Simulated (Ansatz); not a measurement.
Wanted: the native input for an Ansatz 0.2.0 run.

```yaml
Task: band structure
Functional: LDA
Potentials_or_basis: all-electron LAPW, scalar-relativistic
Cutoff: 185 eV (chosen from the basis error)
Basis_error_allowed: 0.001 eV/atom
k_mesh: 8 × 8 × 8
Occupations: fermi-dirac, width 0.05 eV
Spin: no spin polarisation
```

Sb:

```
Sb
1.0
     3.16000    0.00000    0.00000
     0.00000    3.16000    0.00000
     0.00000    0.00000    3.16000
Sb
1
Cartesian
  0.0000 0.0000 0.0000
```

This isn't the form of Sb at room conditions, which is rhombohedral.

These files were run (other wordings do the same):

input.yaml

```yaml
crystal:
  lattice:
    - [3.16, 0.0, 0.0]
    - [0.0, 3.16, 0.0]
    - [0.0, 0.0, 3.16]
  atoms:
    - { symbol: Sb, position: [0.0, 0.0, 0.0] }
kpoints:
  mp_grid: { grid: [8, 8, 8] }
  band_path:
    path:
      - [0.0, 0.0, 0.0]
      - [0.0, 0.5, 0.0]
      - [0.5, 0.5, 0.0]
      - [0.0, 0.0, 0.0]
      - [0.5, 0.5, 0.5]
      - [0.0, 0.5, 0.0]
    npoints: 12
scf:
  occupations: { method: fermi_dirac, width: 0.05 }
hamiltonian:
  xc: lda
  pseudopotentials: { kind: all_electron, lapw: { basis_error: 0.001 } }
output:
  forces: true
  stress: true
  eigenvalues: true
```

Potentials or basis: all-electron LAPW, scalar-relativistic.

Run with:

```console
$ ansatz run input.yaml --threads 1 --pin off --max-ram 3072MiB --backend cpu --events-out ev --progress --plain --runs-dir out
```

It gave:

```yaml
Pressure: -5.7 GPa
Band_gap_along_the_path: none (metal or under the smearing width)
```

Caveat: spin-orbit coupling is left out, which moves the levels of the heavy elements.

Wall time 3.8 s on 1 thread of Intel(R) Xeon(R) Platinum 8375C CPU @ 2.90GHz (Ice Lake) (shared host), peak memory 0.28 GiB.
